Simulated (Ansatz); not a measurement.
## Y: frozen-core PAW against all-electron methods

```yaml
crystal:
  lattice:
    - [3.62699, 0.00000, 0.00000]
    - [-1.81350, 3.14107, 0.00000]
    - [0.00000, 0.00000, 5.70883]
  atoms:
    - { symbol: Y, position: [0.33333, 0.66667, 0.25000] }
    - { symbol: Y, position: [0.66667, 0.33333, 0.75000] }
```

Atoms are numbered in the order listed.

The cell is COD entry 1539818, as deposited and not checked against the literature; nothing was relaxed. The listed cell was then made from it by scaling, straining or moving an atom.

Levels of theory: DFT, PBE, PAW with Ansatz's default frozen-core files, scalar-relativistic (Ansatz 0.2.0); DFT, PBE, all-electron LAPW, scalar-relativistic (Ansatz 0.2.0).

For PAW: a Γ-centred 12×12×7 k mesh, Fermi–Dirac smearing of 0.08 eV, cutoff 420 eV, no spin polarisation. LAPW targets a basis error of 0.25 meV/atom. The Ansatz runs share mesh, smearing and spin set-up. Plane-wave (PAW) pressures include the program's estimate of the Pulay term.

Stress and pressure are positive in compression.

The change that made this cell: volume scaled by 0.98.

```tsv
quantity	PAW	LAPW
pressure (GPa)	0.52	0.52
stress xx (GPa)	0.70	0.70
stress zz (GPa)	0.16	0.16
```
